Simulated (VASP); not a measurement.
# SnO in VASP: one cell, several levels of theory, part 1 of 2

SnO, CsCl type, under -1.7 % equal strain in all directions is computed at one geometry. Runs: PBE, r2SCAN. The results are then set beside those of Ansatz 0.2.0 for the same cell. This is a trial cell built on a prototype, not taken from a measured structure, and it needn't be the compound's ground state.

The runs shown are made with VASP 6.6.1. PAW datasets, plane waves. The structure was generated, not taken from experiment, and needn't be the ground state; spin polarisation is off.

## 1. The structure to begin with

The cell comes from an earlier relaxation with r2SCAN in another program.

It is cubic, Pm-3m (No. 221); conventional cell a = 3.052 Å, 14.21 Å³ an atom. Near Sn stand 8 O at 2.64 Å; near O stand 8 Sn at 2.64 Å.

As a file:

Space group Pm-3m (No. 221). a = 3.052 Å, b = 3.052 Å, c = 3.052 Å, α = 90.00°, β = 90.00°, γ = 90.00°
```csv
atom,site,symmetry,x,y,z
Sn,1a,m-3m,0.0000,0.0000,0.0000
O,1b,m-3m,0.5000,0.5000,0.5000
```

## 2. PBE

INCAR reads:

```
ENCUT = 520.000000
SIGMA = 0.020000
EDIFF = 1.00e-07
GGA = PE
PREC = Accurate
IBRION = -1
ISIF = 2
ISMEAR = -1
NBANDS = 17
NELM = 120
NSW = 0
LASPH = .TRUE.
LCHARG = .TRUE.
LELF = .TRUE.
LWAVE = .FALSE.
LREAL = .FALSE.
```

KPOINTS reads:

```
KPOINTS created by Atomic Simulation Environment
0
Gamma
8 8 8
0 0 0
```

KPOINTS_OPT reads:

```
special points
5
Reciprocal
0.0000000000 0.0000000000 0.0000000000 1
0.0000000000 0.5000000000 0.0000000000 1
0.5000000000 0.5000000000 0.0000000000 1
0.5000000000 0.5000000000 0.5000000000 1
0.0000000000 0.1250000000 -0.5000000000 1
```

POSCAR reads:

```
Sn O
 1.0000000000000000
     3.0515798887000001    0.0000000000000000    0.0000000000000000
     0.0000000000000000    3.0515798887000001    0.0000000000000000
     0.0000000000000000    0.0000000000000000    3.0515798887000001
 Sn  O
   1   1
Cartesian
  0.0000000000000000  0.0000000000000000  0.0000000000000000
  1.5257899443500000  1.5257899443500000  1.5257899443500000
```

The run uses the recommended PBE PAW datasets (20 valence electrons a neutral cell).

Command:

```sh
mpirun -np 1 vasp_std
```

Printed to the terminal (iteration lines stand in OSZICAR):

```text
POSCAR found type information on POSCAR SnO
 POSCAR found :  2 types and       2 ions
 LDA part: xc-table for (Slater+PW92), standard interpolation
 POSCAR, INCAR and KPOINTS ok, starting setup
 FFT: planning ... GRIDC
 FFT: planning ... GRID_SOFT
 FFT: planning ... GRID
 WAVECAR not read
 entering main loop
 Start KPOINTS_OPT (optional k-point list driver)
k-point batch [1-5\5]
```

OSZICAR:

```text
N       E                     dE             d eps       ncg     rms          rms(c)
DAV:   1     0.146564933177E+03    0.14656E+03   -0.10193E+04  1224   0.184E+03
DAV:   2     0.825797915546E+00   -0.14574E+03   -0.13860E+03  1374   0.385E+02
DAV:   3    -0.113733032819E+02   -0.12199E+02   -0.12128E+02  1355   0.101E+02
DAV:   4    -0.116032288593E+02   -0.22993E+00   -0.22981E+00  1386   0.143E+01
DAV:   5    -0.116089107512E+02   -0.56819E-02   -0.56815E-02  1541   0.223E+00    0.794E+00
DAV:   6    -0.100082234667E+02    0.16007E+01   -0.10106E+01  1486   0.412E+01    0.468E+00
DAV:   7    -0.979308500282E+01    0.21514E+00   -0.14381E+00  1393   0.755E+00    0.129E+00
DAV:   8    -0.976829367730E+01    0.24791E-01   -0.12433E-01  1420   0.299E+00    0.163E-01
DAV:   9    -0.976840627343E+01   -0.11260E-03   -0.32522E-03  1434   0.526E-01    0.824E-02
DAV:  10    -0.976847218538E+01   -0.65912E-04   -0.38583E-04  1561   0.326E-01    0.286E-02
DAV:  11    -0.976845093473E+01    0.21251E-04   -0.15423E-04  1534   0.195E-01    0.210E-02
DAV:  12    -0.976844142483E+01    0.95099E-05   -0.22842E-05  1618   0.521E-02    0.314E-03
DAV:  13    -0.976844160953E+01   -0.18470E-06   -0.18510E-06  1360   0.117E-02    0.161E-03
DAV:  14    -0.976844134696E+01    0.26258E-06   -0.10375E-07   741   0.252E-03    0.550E-04
DAV:  15    -0.976844130734E+01    0.39617E-07   -0.24446E-08   668   0.153E-03
   1 F= -.97684413E+01 E0= -.97678537E+01  d E =-.117527E-02
       N       E                     dE             ncg
DAV:   1     0.109260158405E+04   -0.31292E+04      171
DAV:   2     0.318261298756E+03   -0.77434E+03      194
DAV:   3     0.254068509401E+03   -0.64193E+02      198
DAV:   4     0.252704433824E+03   -0.13641E+01      217
DAV:   5     0.252673492865E+03   -0.30941E-01      240
DAV:   6     0.252672462609E+03   -0.10303E-02      202
DAV:   7     0.252672441871E+03   -0.20738E-04      250
DAV:   8     0.252672441067E+03   -0.80367E-06      219
DAV:   9     0.252672441064E+03   -0.28725E-08      177
```

The lines after F= are the extra pass for the points of KPOINTS_OPT, at fixed density; their E is not a total energy.

OUTCAR, selected sections:

```text
k-points           NKPTS =     35   k-points in BZ     NKDIM =     35   number of bands    NBANDS=     17

   NELECT =      20.0000    total number of electrons

   dimension x,y,z NGX =    24 NGY =   24 NGZ =   24
   dimension x,y,z NGXF=    48 NGYF=   48 NGZF=   48

  energy-cutoff  :      520.00
  volume of cell :       28.42
      direct lattice vectors                 reciprocal lattice vectors
     3.051579889  0.000000000  0.000000000     0.327699106  0.000000000  0.000000000
     0.000000000  3.051579889  0.000000000     0.000000000  0.327699106  0.000000000
     0.000000000  0.000000000  3.051579889     0.000000000  0.000000000  0.327699106

 k-points in reciprocal lattice and weights: KPOINTS created by Atomic Simulation Env
   0.00000000  0.00000000  0.00000000       0.002
   0.12500000  0.00000000  0.00000000       0.012
   0.25000000  0.00000000  0.00000000       0.012
   0.37500000  0.00000000  0.00000000       0.012
   0.50000000  0.00000000  0.00000000       0.006
   0.12500000  0.12500000  0.00000000       0.023
   0.25000000  0.12500000  0.00000000       0.047
   0.37500000  0.12500000  0.00000000       0.047
[... 27 more k-points ...]

 E-fermi :   9.3062

 k-point     1 :       0.0000    0.0000    0.0000
  band No.  band energies     occupation
      1     -12.6728      2.00000
      2     -12.6728      2.00000
      3     -12.2368      2.00000
      4     -12.2368      2.00000
      5     -12.2368      2.00000
      6      -9.3794      2.00000
      7       1.6669      2.00000
      8       6.3545      2.00000
      9       6.3545      2.00000
     10       6.3545      2.00000
     11      17.2987      0.00000
     12      17.2987      0.00000
     13      17.7098      0.00000
     14      17.7098      0.00000
     15      17.7098      0.00000
     16      29.0400      0.00000
     17      29.0713      0.00000

 k-point     2 :       0.1250    0.0000    0.0000
  band No.  band energies     occupation
      1     -12.6698      2.00000
      2     -12.6270      2.00000
      3     -12.2535      2.00000
      4     -12.2535      2.00000
      5     -12.2354      2.00000
      6      -9.2740      2.00000
      7       1.4100      2.00000
      8       6.4509      2.00000
      9       6.4639      2.00000
     10       6.4639      2.00000
     11      15.1088      0.00000
     12      17.4867      0.00000
     13      17.5987      0.00000
     14      17.5987      0.00000
     15      19.9308      0.00000
     16      27.0943      0.00000
     17      28.1796      0.00000

 k-point     3 :       0.2500    0.0000    0.0000
  band No.  band energies     occupation
      1     -12.6625      2.00000
      2     -12.5164      2.00000
      3     -12.2937      2.00000
      4     -12.2937      2.00000
      5     -12.2320      2.00000
      6      -9.0005      2.00000
      7       0.7792      2.00000
      8       6.7407      2.00000
      9       6.7407      2.00000
     10       6.8028      2.00000
     11      12.8104      0.00000
     12      17.2737      0.00000
     13      17.2737      0.00000
     14      18.0550      0.00000
     15      22.4471      0.00000
     16      24.4918      0.00000
     17      27.3690      0.00000

 k-point     4 :       0.3750    0.0000    0.0000
  band No.  band energies     occupation
      1     -12.6553      2.00000
      2     -12.4057      2.00000
      3     -12.3334      2.00000
      4     -12.3334      2.00000
      5     -12.2287      2.00000
      6      -8.6948      2.00000
      7       0.1325      2.00000
      8       7.0389      2.00000
      9       7.0389      2.00000
     10       7.4697      2.00000
     11      10.8272      0.00000
     12      16.8720      0.00000
     13      16.8720      0.00000
     14      19.0130      0.00000
     15      22.2520      0.00000
     16      24.9464      0.00000
     17      27.2369      0.00000

 k-point     5 :       0.5000    0.0000    0.0000
  band No.  band energies     occupation
      1     -12.6522      2.00000
      2     -12.3599      2.00000
      3     -12.3497      2.00000
      4     -12.3497      2.00000
      5     -12.2272      2.00000
      6      -8.5560      2.00000
      7      -0.1415      2.00000
      8       7.1700      2.00000
      9       7.1700      2.00000
     10       8.0748      2.00000
     11       9.7580      0.00000
     12      16.6847      0.00000
     13      16.6847      0.00000
     14      20.1631      0.00000
     15      20.6693      0.00000
     16      26.9518      0.00000
     17      27.3336      0.00000

 k-point     6 :       0.1250    0.1250    0.0000
  band No.  band energies     occupation
      1     -12.6458      2.00000
      2     -12.6017      2.00000
      3     -12.2746      2.00000
      4     -12.2534      2.00000
      5     -12.2504      2.00000
      6      -9.1671      2.00000
      7       1.2708      2.00000
      8       5.8361      2.00000
      9       6.5624      2.00000
     10       7.1707      2.00000
     11      15.1293      0.00000
     12      15.2055      0.00000
     13      17.5487      0.00000
     14      18.9299      0.00000
     15      21.0541      0.00000
     16      25.7457      0.00000
     17      27.5294      0.00000

 k-point     7 :       0.2500    0.1250    0.0000
  band No.  band energies     occupation
      1     -12.6308      2.00000
      2     -12.4973      2.00000
      3     -12.3243      2.00000
      4     -12.2916      2.00000
      5     -12.2479      2.00000
      6      -8.8923      2.00000
      7       0.8505      2.00000
      8       5.5849      2.00000
      9       6.8100      2.00000
     10       7.8429      2.00000
     11      12.7648      0.00000
     12      15.2483      0.00000
     13      17.3736      0.00000
     14      19.5239      0.00000
     15      23.2815      0.00000
     16      24.1269      0.00000
     17      26.7725      0.00000

 k-point     8 :       0.3750    0.1250    0.0000
  band No.  band energies     occupation
      1     -12.6225      2.00000
      2     -12.3862      2.00000
      3     -12.3724      2.00000
      4     -12.3308      2.00000
      5     -12.2441      2.00000
      6      -8.5884      2.00000
      7       0.3342      2.00000
      8       5.7603      2.00000
      9       7.0735      2.00000
     10       8.4903      2.00000
     11      10.7240      0.00000
     12      15.2877      0.00000
     13      17.1195      0.00000
     14      20.0226      0.00000
     15      22.6967      0.00000
     16      25.5780      0.00000
     17      26.4183      0.00000

 k-point     9 :       0.5000    0.1250    0.0000
  band No.  band energies     occupation
      1     -12.6192      2.00000
      2     -12.3920      2.00000
      3     -12.3469      2.00000
      4     -12.3398      2.00000
      5     -12.2424      2.00000
      6      -8.4520      2.00000
      7       0.0983      2.00000
      8       5.9473      2.00000
      9       7.1882      2.00000
     10       9.3061      1.00353
     11       9.3284      0.49649
     12      15.2855      0.00000
     13      16.9913      0.00000
     14      20.2916      0.00000
     15      22.1972      0.00000
     16      25.5240      0.00000
     17      26.7528      0.00000

 k-point    10 :       0.2500    0.2500    0.0000
  band No.  band energies     occupation
      1     -12.5835      2.00000
      2     -12.4217      2.00000
      3     -12.3949      2.00000
      4     -12.2892      2.00000
      5     -12.2834      2.00000
      6      -8.6196      2.00000
      7       0.9627      2.00000
      8       4.6723      2.00000
      9       6.9809      2.00000
     10       8.5173      2.00000
     11      12.0621      0.00000
     12      13.7605      0.00000
     13      17.6012      0.00000
     14      20.5175      0.00000
     15      22.8438      0.00000
     16      25.4287      0.00000
     17      25.8923      0.00000

 k-point    11 :       0.3750    0.2500    0.0000
  band No.  band energies     occupation
      1     -12.5618      2.00000
      2     -12.4617      2.00000
      3     -12.3243      2.00000
      4     -12.3197      2.00000
      5     -12.2810      2.00000
      6      -8.3260      2.00000
      7       0.9111      2.00000
      8       4.4311      2.00000
      9       7.1577      2.00000
     10       8.3856      2.00000
     11      11.0144      0.00000
     12      13.6638      0.00000
     13      17.7950      0.00000
     14      20.3161      0.00000
     15      23.0338      0.00000
     16      25.5854      0.00000
     17      25.9199      0.00000

[... the tables of k-points 12 to 35 left out ...]

  Total        1.6431023      1.6431023      1.6431023      0.0000000      0.0000000      0.0000000
  in kB       92.6405127     92.6405127     92.6405127      0.0000000      0.0000000      0.0000000
  external PRESSURE =      92.6405127 kB  Pullay stress =       0.0000000 kB

 POSITION                                       TOTAL-FORCE (eV/Angst)
 -----------------------------------------------------------------------------------
      0.00000      0.00000      0.00000         0.000000      0.000000      0.000000
      1.52579      1.52579      1.52579         0.000000      0.000000      0.000000
 -----------------------------------------------------------------------------------
    total drift:                                0.000000      0.000000     -0.000000

  FREE ENERGIE OF THE ION-ELECTRON SYSTEM (eV)
  ---------------------------------------------------
  free  energy   TOTEN  =        -9.7684413073 eV

  energy  without entropy=       -9.7672660379  energy(sigma->0) =       -9.76785367
```

Hardware: 1 MPI rank of Intel Xeon 6975P-C, shared host.

The levels at the points of KPOINTS_OPT are read from vasprun.xml.

Band energies at the special points (eV, zero at the top of v, the last band that the electrons fill by count):

```tsv
point	v−1	v	c	c+1
Γ	-2.95	-2.95	7.99	7.99
X	-2.14	-1.23	0.45	7.38
M	-4.87	-2.01	3.48	3.48
R	-3.80	-0.99	-0.28	-0.28
```

PBE: no gap; the band counted as the lowest empty one dips 0.28 eV below the top of the last filled one. Pressure: 9.26 GPa; the forces vanish within 0.01 eV/Å.

Density in a lattice plane of the grid's cell (edges 3.05 and 3.05 Å, at 0.000 of the third edge), which holds Sn.

Values in e/Å³, 12 rows by 12 columns:
```
 9.90  7.88  4.20  1.32  0.43  0.22  0.17  0.22  0.43  1.32  4.20  7.88
 5.31  4.20  2.20  0.73  0.31  0.18  0.14  0.18  0.31  0.73  2.20  4.20
 1.68  1.32  0.73  0.35  0.21  0.14  0.12  0.14  0.21  0.35  0.73  1.32
 0.50  0.43  0.31  0.21  0.14  0.11  0.10  0.11  0.14  0.21  0.31  0.43
 0.24  0.22  0.18  0.14  0.11  0.10  0.09  0.10  0.11  0.14  0.18  0.22
 0.18  0.17  0.14  0.12  0.10  0.09  0.09  0.09  0.10  0.12  0.14  0.17
 0.24  0.22  0.18  0.14  0.11  0.10  0.09  0.10  0.11  0.14  0.18  0.22
 0.50  0.43  0.31  0.21  0.14  0.11  0.10  0.11  0.14  0.21  0.31  0.43
 1.68  1.32  0.73  0.35  0.21  0.14  0.12  0.14  0.21  0.35  0.73  1.32
 5.31  4.20  2.20  0.73  0.31  0.18  0.14  0.18  0.31  0.73  2.20  4.20
 9.90  7.88  4.20  1.32  0.43  0.22  0.17  0.22  0.43  1.32  4.20  7.88
12.44  9.90  5.31  1.68  0.50  0.24  0.18  0.24  0.50  1.68  5.31  9.90
```
Columns run along the first of these edges and rows up along the second, over one cell in 12 and 12 even steps from the bottom left corner. Atoms in the plane (fractional): Sn at (0.00, 0.00).

ELF in the same plane.

Ten even steps from '0' (0.05) to '9' (0.75):
```
421123555332223355532112
111134554322222345543111
112244554322122345544221
333455543211111234555433
555555432111011123455555
555543321100000112334555
444432211000000011223444
333222110000000001122233
222211100000000000111222
222111000000000000011122
222211100000000000111222
333222110000000001122233
444432211000000011223444
555543321100000112334555
555555432111011123455555
333455543211111234555433
112244554322122345544221
111134554322222345543111
421123555332223355532112
952023555432223455532025
```
Columns run along the first of these edges and rows up along the second, over one cell in 24 and 20 even steps from the bottom left corner. Atoms in the plane (fractional): Sn at (0.00, 0.00).

Both are smooth fields of the valence electrons: close to the nuclei they are not physical.

Maxima of ELF outside the ion cores: 0.83 in the shell around O, 0.6 Å from O.

(Continued in part 2 of 2.)
